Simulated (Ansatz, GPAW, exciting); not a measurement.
## CuI: 3 runs at one level of theory

```xyz
2
Lattice="0.0000 3.0315 3.0315 3.0315 0.0000 3.0315 3.0315 3.0315 0.0000" Properties=species:S:1:pos:R:3 pbc="T T T"
I     0.0000    0.0000    0.0000
Cu    1.5157    1.5157    1.5157
```

Alike in all runs: task single point; functional PBEsol; k mesh 8 × 8 × 8; occupations gaussian, width 0.02 eV; no spin polarisation; no spin-orbit coupling. Pressure is positive in compression and, in plane waves, holds the error of the finite cutoff, which Ansatz's Pulay term estimates and takes out.

```tsv
program and potentials	plane-wave cutoff (eV)	notes	band gap (eV)	pressure (GPa)
Ansatz, Ansatz PAW	420	potentials made for PBE, which Ansatz adapts in part; 18 valence electrons an atom on average; Pulay term of +0.05 GPa included	1.01	-2.60
exciting, all-electron LAPW+lo, shipped species files, valence relativity iora*	-	-	1.01	-
GPAW, PAW data sets generated for this functional	600	9 valence electrons an atom on average	1.03	-1.93
```

The band gap spans 1.01 (Ansatz, Ansatz PAW) to 1.03 eV (GPAW, PAW data sets generated for this functional), with all-electron results at 1.01. The pressure spans -2.60 (Ansatz, Ansatz PAW) to -1.93 GPa (GPAW, PAW data sets generated for this functional). Spin-orbit coupling, left out here, moves the band edges of heavy atoms.

Differences between rows come from potentials, basis sets and numerical settings, since the functional is the same but for its coding. Runs on potential files found faulty are left out.
